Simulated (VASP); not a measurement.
A run of VASP 6.6.1 is set up as follows.

The input INCAR:

```
PREC = Accurate
ENCUT = 600
EDIFF = 1E-7
ISMEAR = 1
SIGMA = 0.1
LREAL = False
LASPH = True
NELM = 80
ALGO = Normal
ISIF = 2
LWAVE = False
LCHARG = False
METAGGA = R2SCAN
LMIXTAU = True
IBRION = 2
NSW = 40
EDIFFG = -0.01
```

File KPOINTS:

```
regular mesh
0
Gamma
  16 16 16
```

Contents of POSCAR:

```
Mo                                      
1.0
   -1.5662119188      1.5662119188      1.5662119188
    1.5662119188     -1.5662119188      1.5662119188
    1.5662119188      1.5662119188     -1.5662119188
  Mo            
     1
Direct
     0.0000000000000000    0.0000000000000000    0.0000000000000000
```

Potentials or basis: VASP PAW PBE potentials, release 64 (Mo_sv).

The run is started by

```bash
$ cat potpaw_PBE.64/Mo_sv/POTCAR > POTCAR
$ mpirun -np 1 vasp_std > vasp.out
```

**Question.** Predict the band gap on the k mesh.

**Answer.** None (metal or under the smearing width).

Final structure:
```
Mo
1.0
    -1.56621    1.56621    1.56621
     1.56621   -1.56621    1.56621
     1.56621    1.56621   -1.56621
Mo
1
Cartesian
  0.0000 0.0000 0.0000
```

Caveat: the relaxation stopped at its first step, so nothing moved.
